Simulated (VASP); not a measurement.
A run of VASP 6.6.1:

INCAR

```
SYSTEM = TaAs
  ALGO = Normal
  EDIFF = 1E-7
  ENCUT = 520
  GGA = PE
  ISIF = 2
  ISMEAR = -1
  LASPH = .True.
  LCHARG = .True.
  LELF = .True.
  LREAL = .False.
  LVHAR = .True.
  LWAVE = .False.
  NBANDS = 24
  NELM = 100
  PREC = Accurate
  SIGMA = 0.05
```

File KPOINTS:

```
k-points
0
Gamma
  7 7 5
  0 0 0
```

Contents of POSCAR:

```
TaAs
1.0
    4.3770600000      0.0000000000      0.0000000000
   -2.1885300000      3.7906500000      0.0000000000
    0.0000000000      0.0000000000      5.1254300000
Ta As
2 2
Direct
    0.6666700000      0.3333300000      0.7500000000
    0.3333300000      0.6666700000      0.2500000000
    0.3333300000      0.6666700000      0.7500000000
    0.6666700000      0.3333300000      0.2500000000
```

Potentials or basis: VASP PAW PBE potentials, release 64 (Ta_pv, As).

Run with:

```console
$ cat potpaw_PBE.64/Ta_pv/POTCAR potpaw_PBE.64/As/POTCAR > POTCAR
$ mpirun -np 1 vasp_std > vasp.out
```

Hardware: 1 thread of AMD EPYC 7R13 Processor (Zen 3) (shared host).

Problem. Estimate the wall time of this run.

Solution. Wall time 88 s on 1 thread of AMD EPYC 7R13 Processor (Zen 3), on a shared host, peak memory 0.22 GiB. Counts: scf iterations 14, k points 48.
